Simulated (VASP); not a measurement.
# CuO (F-43m) in VASP: further runs, part 2 of 2

VASP 6.6.1.

## (3) Equation of state, r2SCAN, 12.10 Å³/atom (volume scaled by 0.96)

File INCAR:

```
SYSTEM = CuO
  PREC = Accurate
  ENCUT = 520
  EDIFF = 1E-6
  ISMEAR = -1
  SIGMA = 0.05
  LREAL = .False.
  LASPH = .True.
  NELM = 100
  ALGO = Normal
  ISIF = 2
  LWAVE = .False.
  LCHARG = .False.
  METAGGA = R2SCAN
  LMIXTAU = .True.
```

File KPOINTS:

```
regular mesh
0
Gamma
  10 10 10
  0 0 0
```

File POSCAR:

```
CuO
1.0
    0.0000000000      2.2957995131      2.2957995131
    2.2957995131      0.0000000000      2.2957995131
    2.2957995131      2.2957995131      0.0000000000
Cu O
1 1
Direct
    0.0000000000      0.0000000000      0.0000000000
    0.2500000000      0.2500000000      0.2500000000
```

Potentials or basis: VASP PAW PBE potentials, release 64 (Cu, O).

Started as:

```
cat potpaw_PBE.64/Cu/POTCAR potpaw_PBE.64/O/POTCAR > POTCAR
mpirun -np 1 vasp_std > vasp.out
```

Run time: 28 s. Hardware: 1 thread of Intel Xeon Platinum 8488C (Sapphire Rapids), shared host; peak memory 0.15 GiB.

It converged, with:

| Property | Result |
| --- | --- |
| Free energy | -17.8209 eV |
| Pressure | -10.5 GPa |
| Band gap on the k mesh | none (metal or under the smearing width) |

Caveat: the PAW data sets were made with another functional, which shifts forces and pressure a little; an odd number of electrons without spin polarisation forces a metal; a magnetic or distorted state may lie lower; the run has no spin polarisation, though such a crystal can be magnetic; semilocal functionals often make such compounds metallic where correlation or magnetic order opens a gap, which also shifts bond lengths.

## (4) Equation of state, r2SCAN, 12.35 Å³/atom (volume scaled by 0.98)

File INCAR:

```
ALGO     = Normal         # electronic algorithm
EDIFF    = 1E-6           # SCF threshold, eV
ENCUT    = 520            # plane-wave cutoff, eV
ISIF     = 2              # what is computed and relaxed
ISMEAR   = -1             # smearing method
LASPH    = T              # aspherical terms in the spheres
LCHARG   = F              # write CHGCAR
LMIXTAU  = T            
LREAL    = F              # projectors in reciprocal space
LWAVE    = F              # write WAVECAR
METAGGA  = R2SCAN         # meta-GGA
NELM     = 60             # most SCF steps
PREC     = Accurate       # precision mode
SIGMA    = 0.05           # smearing width, eV
```

File KPOINTS:

```
k-points
0
Gamma
  10 10 10
```

File POSCAR:

```
CuO
1.0
    0.0000000000      2.3116331135      2.3116331135
    2.3116331135      0.0000000000      2.3116331135
    2.3116331135      2.3116331135      0.0000000000
Cu O
1 1
Direct
    0.0000000000      0.0000000000      0.0000000000
    0.2500000000      0.2500000000      0.2500000000
```

Started as:

```
cat potpaw_PBE.64/Cu/POTCAR potpaw_PBE.64/O/POTCAR > POTCAR
mpirun -np 1 vasp_std > vasp.out
```

Run time: 27 s. Hardware: 1 thread of Intel Xeon Platinum 8488C (Sapphire Rapids), shared host; peak memory 0.15 GiB.

The run converged. Its results:

```
Free energy            : -17.7851 eV
Pressure               : -12.6 GPa
Band gap on the k mesh : none (metal or under the smearing width)
```

Caveat: the PAW data sets were made with another functional, which shifts forces and pressure a little; an odd number of electrons without spin polarisation forces a metal; a magnetic or distorted state may lie lower; the run has no spin polarisation, though such a crystal can be magnetic; semilocal functionals often make such compounds metallic where correlation or magnetic order opens a gap, which also shifts bond lengths.

## (5) Equation of state, r2SCAN, 12.86 Å³/atom (volume scaled by 1.02)

File INCAR:

```
SYSTEM = CuO
PREC = Accurate ; ENCUT = 520
EDIFF = 1E-6 ; ISMEAR = -1
SIGMA = 0.05 ; LREAL = .False.
LASPH = .True. ; NELM = 60
ALGO = Normal ; ISIF = 2
LWAVE = .False. ; LCHARG = .False.
METAGGA = R2SCAN ; LMIXTAU = .True.
```

File KPOINTS:

```
Automatic mesh
0
Gamma
  10 10 10
  0 0 0
```

File POSCAR:

```
CuO
1.0
    0.0000000000      2.3426654489      2.3426654489
    2.3426654489      0.0000000000      2.3426654489
    2.3426654489      2.3426654489      0.0000000000
Cu O
1 1
Direct
    0.0000000000      0.0000000000      0.0000000000
    0.2500000000      0.2500000000      0.2500000000
```

Started as:

```
cat potpaw_PBE.64/Cu/POTCAR potpaw_PBE.64/O/POTCAR > POTCAR
mpirun -np 1 vasp_std > vasp.out
```

Wall time 56 s (1 thread of Intel Xeon Platinum 8488C (Sapphire Rapids), shared host); peak memory 0.17 GiB.

Results (log left out):

- Free energy: -17.6961 eV
- Pressure: -16.0 GPa
- Band gap on the k mesh: none (metal or under the smearing width)

Caveat: the PAW data sets were made with another functional, which shifts forces and pressure a little; an odd number of electrons without spin polarisation forces a metal; a magnetic or distorted state may lie lower; the run has no spin polarisation, though such a crystal can be magnetic; semilocal functionals often make such compounds metallic where correlation or magnetic order opens a gap, which also shifts bond lengths.

## (6) Equation of state, r2SCAN, 13.11 Å³/atom (volume scaled by 1.04)

File INCAR:

```
SYSTEM = CuO
ALGO = Normal ; EDIFF = 1E-7
ENCUT = 520 ; ISIF = 2
ISMEAR = -1 ; LASPH = .TRUE.
LCHARG = .FALSE. ; LMIXTAU = .TRUE.
LREAL = .FALSE. ; LWAVE = .FALSE.
METAGGA = R2SCAN ; NELM = 80
PREC = Accurate ; SIGMA = 0.05
```

File KPOINTS:

```
k-points
0
G
  10 10 10
  0 0 0
```

File POSCAR:

```
CuO
1.0
    0.0000000000      2.3578779885      2.3578779885
    2.3578779885      0.0000000000      2.3578779885
    2.3578779885      2.3578779885      0.0000000000
Cu O
1 1
Direct
    0.0000000000      0.0000000000      0.0000000000
    0.2500000000      0.2500000000      0.2500000000
```

Potentials or basis: VASP PAW PBE potentials, release 64 (Cu, O).

Started as:

```
cat potpaw_PBE.64/Cu/POTCAR potpaw_PBE.64/O/POTCAR > POTCAR
mpirun -np 1 vasp_std > vasp.out
```

Run time: 58 s. Hardware: 1 thread of Intel Xeon Platinum 8488C (Sapphire Rapids), shared host; peak memory 0.17 GiB.

It converged, with:

| Quantity | Value |
| --- | --- |
| Free energy | -17.6440 eV |
| Pressure | -17.4 GPa |
| Band gap on the k mesh | none (metal or under the smearing width) |

Caveat: the PAW data sets were made with another functional, which shifts forces and pressure a little; an odd number of electrons without spin polarisation forces a metal; a magnetic or distorted state may lie lower; the run has no spin polarisation, though such a crystal can be magnetic; semilocal functionals often make such compounds metallic where correlation or magnetic order opens a gap, which also shifts bond lengths.

## (7) Equation of state, r2SCAN, 13.36 Å³/atom (volume scaled by 1.06)

File INCAR:

```
  ALGO = Normal
  EDIFF = 1E-6
  ENCUT = 520
  ISIF = 2
  ISMEAR = -1
  LASPH = T
  LCHARG = F
  LMIXTAU = T
  LREAL = F
  LWAVE = F
  METAGGA = R2SCAN
  NELM = 80
  PREC = Accurate
  SIGMA = 0.05
```

File KPOINTS:

```
k-points
0
Gamma
  10 10 10
```

File POSCAR:

```
CuO
1.0
    0.0000000000      2.3728967245      2.3728967245
    2.3728967245      0.0000000000      2.3728967245
    2.3728967245      2.3728967245      0.0000000000
Cu O
1 1
Direct
    0.0000000000      0.0000000000      0.0000000000
    0.2500000000      0.2500000000      0.2500000000
```

Started as:

```
cat potpaw_PBE.64/Cu/POTCAR potpaw_PBE.64/O/POTCAR > POTCAR
mpirun -np 1 vasp_std > vasp.out
```

It took 55 s on 1 thread of Intel Xeon Platinum 8488C (Sapphire Rapids), shared host; peak memory 0.17 GiB.

Results (log left out):

```
Free energy            : -17.5878 eV
Pressure               : -18.7 GPa
Band gap on the k mesh : none (metal or under the smearing width)
```

Caveat: the PAW data sets were made with another functional, which shifts forces and pressure a little; an odd number of electrons without spin polarisation forces a metal; a magnetic or distorted state may lie lower; the run has no spin polarisation, though such a crystal can be magnetic; semilocal functionals often make such compounds metallic where correlation or magnetic order opens a gap, which also shifts bond lengths.

## (8) Elastic constants, r2SCAN

File POSCAR:

```
CuO
1.0
    0.0000000000      2.3272527300      2.3272527300
    2.3272527300      0.0000000000      2.3272527300
    2.3272527300      2.3272527300      0.0000000000
Cu O
1 1
Direct
    0.0000000000      0.0000000000      0.0000000000
    0.2500000000      0.2500000000      0.2500000000
```

File INCAR.step1:

```
ALGO = Normal
EDIFF = 1E-8
EDIFFG = -0.002
ENCUT = 600
IBRION = 2
ISIF = 3
ISMEAR = 0
LASPH = T
LCHARG = F
LMIXTAU = T
LREAL = F
LWAVE = F
METAGGA = R2SCAN
NELM = 100
NSW = 40
PREC = Accurate
SIGMA = 0.05
```

File INCAR.step2:

```
ALGO = Normal
EDIFF = 1E-8
ENCUT = 600
IBRION = 6
ISIF = 3
ISMEAR = 0
LASPH = T
LCHARG = F
LMIXTAU = T
LREAL = F
LWAVE = F
METAGGA = R2SCAN
NELM = 100
NFREE = 2
NSW = 1
POTIM = 0.015
PREC = Accurate
SIGMA = 0.05
```

File KPOINTS:

```
k-points
0
Gamma
  7 7 7
```

Started as:

```
cat potpaw_PBE.64/Cu/POTCAR potpaw_PBE.64/O/POTCAR > POTCAR
cp INCAR.step1 INCAR
mpirun -np 1 vasp_std > vasp.out
cp CONTCAR POSCAR
cp INCAR.step2 INCAR
mpirun -np 1 vasp_std > vasp.out
```

Run time: 22 min. Hardware: 1 thread of Intel Xeon Platinum 8488C (Sapphire Rapids), shared host; peak memory 0.22 GiB.

Results (log left out):

```yaml
Relaxed_volume: 11.14 Å³/atom
Relaxed_cell: a = 3.158 Å, b = 3.158 Å, c = 3.158 Å, α = 60.00°, β = 60.00°, γ = 60.00°
Space_group_after_relaxing_to_0.05_Å: F-43m (No. 216)
Elastic_constants_C11_C12_C44: 171, 152, 37 GPa
Voigt_bulk_modulus: 159 GPa
Highest_phonon_frequency_at_Γ_LO-TO_splitting_left_out: 322 cm⁻¹
```

Step by step:
```tsv
step	energy change (eV)	largest force (eV/Å)	pressure (GPa)	volume (Å³)
1	0.0000	0.0000	-14.66	25.21
2	-0.1233	0.0000	8.63	21.23
3	-0.1505	0.0000	-0.07	22.29
4	-0.1504	0.0000	0.34	22.23
5	-0.1505	0.0000	-0.18	22.30
6	-0.1505	0.0000	-0.05	22.28
7	-0.1505	0.0000	0.00	22.28
```

Final structure:
```yaml
crystal:
  lattice:
    - [0.00000, 2.23329, 2.23329]
    - [2.23329, 0.00000, 2.23329]
    - [2.23329, 2.23329, 0.00000]
  atoms:
    - { symbol: Cu, position: [0.00000, 0.00000, 0.00000] }
    - { symbol: O, position: [0.25000, 0.25000, 0.25000] }
```

Phonon frequencies in cm⁻¹ (negative: imaginary):
| q point | frequencies |
| --- | --- |
| (0.000, 0.000, 0.000) | -3 -3 -3 322 322 322 |

Elastic tensor in Voigt notation (GPa, in the Cartesian axes of the cell as first typed):
```
171 152 152   0   0   0
152 171 152   0   0   0
152 152 171   0   0   0
  0   0   0  37   0   0
  0   0   0   0  37   0
  0   0   0   0   0  37
```

Clamped-ion elastic tensor (GPa):
```
171 152 152   0   0   0
152 171 152   0   0   0
152 152 171   0   0   0
  0   0   0  90   0   0
  0   0   0   0  90   0
  0   0   0   0   0  90
```

Caveat: the PAW data sets were made with another functional, which shifts forces and pressure a little; the run has no spin polarisation, though such a crystal can be magnetic.
